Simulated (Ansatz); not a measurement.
System: cubic perovskite LaAlO3 (cubic high-temperature phase). Method: LDA (plane waves, PAW; Ansatz, a program for electronic structure).

Run with plane-wave cutoff 520 eV, 6×6×6 k mesh, perturbation theory, scalar-relativistic PAW data made under PBE.

Computed at the level's own relaxed cell.

Space group Pm-3m (No. 221); a = b = c = 3.738 Å, α = β = γ = 90.00°

```csv
atom,site,symmetry,x,y,z
La,1a,m-3m,0.0000,0.0000,0.0000
Al,1b,m-3m,0.5000,0.5000,0.5000
O,3c,4/mm.m,0.0000,0.5000,0.5000
```

Harmonic phonon frequencies (cm⁻¹; i marks an imaginary mode; at Γ without the LO shift):

```csv
q point,frequencies
Γ,0 0 0 165 165 165 286 286 286 426 426 426 690 690 690
X,100 100 208 234 234 338 338 351 370 414 414 627 685 685 692
M,77 95 134 134 319 319 363 369 369 521 530 541 541 677 755
```

No imaginary mode appears at these points.

Note: the relaxation could not lower the start's symmetry, so the cell can be a saddle point above a distorted one; the run finds an imaginary mode (112i cm⁻¹), so the cell is a saddle point at this level.
